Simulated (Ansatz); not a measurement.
# An elastic constant from a strain scan in HgTe

The calculation used DFT PBE, scalar-relativistic, plane waves, PAW in Ansatz. Settings: plane waves to 420 eV, k-mesh 10×10×8 (Γ-centred), Gaussian smearing 0.15 eV. Spin–orbit coupling is left out, which can shift energies with elements as heavy as these. No spin polarisation. Energies are free energies at this smearing, counted from the undisturbed cell; pressure is positive in compression.

The undisturbed cell (relaxed at this level; this form isn't the usual structure):

```
Hg Te
1.0
     2.96643   -3.47839    0.00000
     2.96643    3.47839    0.00000
     0.00000    0.00000    5.87818
Hg Te
2 2
Direct
  0.33194 0.66806 0.75000
  0.66806 0.33194 0.25000
  0.77075 0.22925 0.75000
  0.22925 0.77075 0.25000
```

The cell is strained by ε times the Voigt pattern (1, -1, 0, 0, 0, 0) (xx, yy, zz, yz, xz, xy; engineering shear) with fractional coordinates fixed. The cell holds 4 atoms in V0 = 121.31 Å³. The stress column is τ = (1/V0) dE/dε, got from the stress tensor σ (compression positive) at each point as −det(1 + εP) σ : P(1 + εP)⁻¹, with P the pattern as a tensor.

```csv
ε,ΔE (meV/atom),τ (GPa)
-0.1000,130.923,-16.577
-0.0750,66.861,-10.733
-0.0500,27.299,-6.197
-0.0250,6.388,-2.781
0.0000,0.000,-0.034
0.0250,4.958,2.061
0.0500,19.038,3.822
0.0750,40.688,5.321
0.0875,54.225,6.142
0.1000,?,?
```

**Question.** Which combination of elastic constants does this scan measure, and how large is it?

**Answer.** For small ε, τ = τ0 + Kε with K = pᵀCp, which for this pattern is C11 + C22 − 2 C12 in the Cartesian frame shown. The parabola through τ at ε = -0.0250, 0 and 0.0250 has slope K = 97 GPa at zero. The energies per cell, E = NΔE, of the same two points give K = 2[E(ε₊)/ε₊ − E(ε₋)/ε₋]/[(ε₊ − ε₋)V0] = 96 GPa, in agreement. These are clamped-ion values.

**Question.** Predict the withheld row at ε = 0.1000 from the harmonic law, and compare.

**Answer.** ΔE = V0(τ0 ε + Kε²/2)/N = 91.019 meV/atom and τ = 9.65 GPa. The calculation gives 69.911 meV/atom and 7.16 GPa: the energy lies 23 % below the harmonic value.

Forces appear on the atoms along this scan, and letting them relax would lower the energy and soften the response. In a metal these slopes depend on the k mesh and the smearing.